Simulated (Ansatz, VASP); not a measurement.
One calculation of MgS, two programs

INCAR

```
ALGO = Normal
EDIFF = 1E-6
ENCUT = 520
GGA = PE
ISIF = 2
ISMEAR = -1
LASPH = T
LCHARG = T
LELF = T
LREAL = F
LVHAR = T
LWAVE = F
NBANDS = 11
NELM = 80
PREC = Accurate
SIGMA = 0.02
```

File KPOINTS:

```
k-points
0
Gamma
  8 8 8
```

File POSCAR:

```
MgS
1.0
   -0.1305099322      2.8136019827      2.8136019827
    2.8136019827     -0.1305099322      2.8136019827
    2.8136019827      2.8136019827     -0.1305099322
Mg S
1 1
Direct
   -0.0041468711     -0.0041468711     -0.0041468711
    0.2541468711      0.2541468711      0.2541468711
```

Input for Ansatz:

```yaml
crystal:
  lattice:
    - [-0.1305099322, 2.8136019827, 2.8136019827]
    - [2.8136019827, -0.1305099322, 2.8136019827]
    - [2.8136019827, 2.8136019827, -0.1305099322]
  atoms:
    - { symbol: Mg, position: [-0.0041468711, -0.0041468711, -0.0041468711] }
    - { symbol: S, position: [0.2541468711, 0.2541468711, 0.2541468711] }
kpoints:
  mp_grid: { grid: [8, 8, 8] }
  band_path:
    path:
      - [0.0, 0.0, 0.0]
      - [-0.5, -0.5, 0.0]
      - [-0.375, -0.375, 0.25]
      - [-0.375, 0.0, 0.375]
      - [0.0, 0.0, 0.5]
      - [-0.5, -0.25, 0.25]
    npoints: 1
hamiltonian:
  xc: pbe
scf:
  occupations: { method: fermi_dirac, width: 0.02 }
  n_extra_bands: 4
output:
  forces: true
  stress: true
  eigenvalues: true
```

Change from the starting cell: epitaxial_111 strain +4.0%.

Alike in both runs: task single point; functional PBE; k mesh 8 × 8 × 8; occupations fermi-dirac, width 0.02 eV; no spin polarisation.

```csv
,VASP,Ansatz
version,VASP 6.6.1,Ansatz 0.2.0
potentials or method,"VASP PAW PBE potentials, release 64 (Mg, S)","plane waves, PAW"
plane-wave cutoff (eV),520,420
valence electrons in the cell,8,16
```

Ansatz gave:

```
gap on the k mesh at the Fermi level (eV)       : 2.94
pressure (GPa)                                  : -1.7
largest component of the traceless stress (GPa) : 1.29
rms of the force components (eV/Å)              : 0.008
```

Question: Estimate VASP's values.

Answer: gap on the k mesh at the Fermi level (eV): 2.93; pressure (GPa): -1.8; largest component of the traceless stress (GPa): 1.30; rms of the force components (eV/Å): 0.007.

Atom by atom the forces differ by 0.001 eV/Å (rms over components). With one functional, cell and mesh, what is left measures potentials, basis and numerics. The two sets of potentials don't hold the same shells in valence.
